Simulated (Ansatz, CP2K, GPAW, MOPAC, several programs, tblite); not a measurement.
**Many methods on one cell: SrTe (rocksalt)**

Rocksalt SrTe, relaxed with r2SCAN in Ansatz, was computed with several methods. Space group Fm-3m (No. 225), cubic; conventional cell a = 6.706 Å, 37.69 Å³ an atom. Around Sr lie 6 Te at 3.35 Å; around Te lie 6 Sr at 3.35 Å. No spin polarisation and no zero-point or thermal motion.

```cif
data_structure
_symmetry_space_group_name_H-M 'P 1'
_symmetry_Int_Tables_number 1
_cell_length_a 4.7415
_cell_length_b 4.7415
_cell_length_c 4.7415
_cell_angle_alpha 60.000
_cell_angle_beta 60.000
_cell_angle_gamma 60.000
_cell_volume 75.38
loop_
_atom_site_label
_atom_site_type_symbol
_atom_site_fract_x
_atom_site_fract_y
_atom_site_fract_z
_atom_site_occupancy
Sr1 Sr 0.00000 0.00000 0.00000 1
Te1 Te 0.50000 0.50000 0.50000 1
```

Gaps and times are for a single point on this cell; volume and bulk modulus come from each method's own relaxation or energy curve at fixed shape. Times are rough, from shared hosts (Arm Neoverse N1), and each method has its own mesh and cell size. A dagger marks a closed or tiny gap in a crystal that DFT finds insulating: a failure of the method or a wrong SCF state. PM6 (MOPAC) and GFN1-xTB (tblite): levels, charges or heat of formation failed a check of plausibility, so no values are given. A star marks a curve whose lowest point is an end point. PM6 (MOPAC), PM7 (MOPAC), GFN1-xTB (tblite), GFN2-xTB (tblite) treat a cluster of cells at its zone centre, which samples few k points: where these miss a band edge, the gap comes out too large for that reason alone. Gaps from k meshes are read at a limited set of points (mesh, symmetry points, PBE's band edges), so each method's own least gap may be somewhat smaller. xTB and the PM methods were fitted mostly to molecules, and can miss a solid's gap by electronvolts. Minimal bases can be far off for gaps. GLLB-SC's gap includes the derivative discontinuity. d marks a direct gap, i an indirect one (no mark: not told apart), a dash a value that wasn't computed or didn't pass its checks.

| method | kind | gap (eV) | own volume (Å³/atom) | bulk modulus (GPa) | atoms computed | processor time |
| --- | --- | --- | --- | --- | --- | --- |
| light PBE (260 eV and a coarse mesh) | light plane-wave | 1.77 i | – | – | 2 | 1.5 s |
| PM6 (MOPAC) | semi-empirical | – | – | – | 64 | 2.5 s |
| PM7 (MOPAC) | semi-empirical | 7.88 | – | – | 64 | 3.7 s |
| PBE | semilocal | 1.77 i | 37.86 | 32 | 2 | 3.8 s |
| PBE/SZV (CP2K) | small basis | 1.87 d | 42.18* | 28* | 2 | 8.4 s |
| GFN1-xTB (tblite) | tight binding | – | – | – | 64 | 8.8 s |
| r2SCAN | semilocal | 2.17 i | 37.69 | 35 | 2 | 9.4 s |
| GFN2-xTB (tblite) | tight binding | 0.03† | – | – | 64 | 13 s |
| PBE/DZVP (CP2K) | small basis | 2.13 i | 38.09 | 33 | 2 | 18 s |
| GLLB-SC (GPAW) | model potential | 3.53 | – | – | 2 | 19 s |
| PBE/single zeta (GPAW) | small basis | 1.92 i | – | – | 2 | 23 s |

Against r2SCAN (2.17 eV) and with closed or daggered gaps left aside, the nearest gap at the points sampled is that of PBE/DZVP (CP2K) (-0.04 eV) and the farthest that of PM7 (MOPAC) (+5.71 eV). r2SCAN is only a yardstick of convenience: semilocal gaps usually lie below measured ones, which GLLB-SC and hybrids aim to mend.

Volumes against r2SCAN's: PBE +0.5 %, PBE/DZVP (CP2K) +1.1 %.

No spin-orbit coupling is included; it can move band edges with weight on the heavy atoms by tenths of an eV.
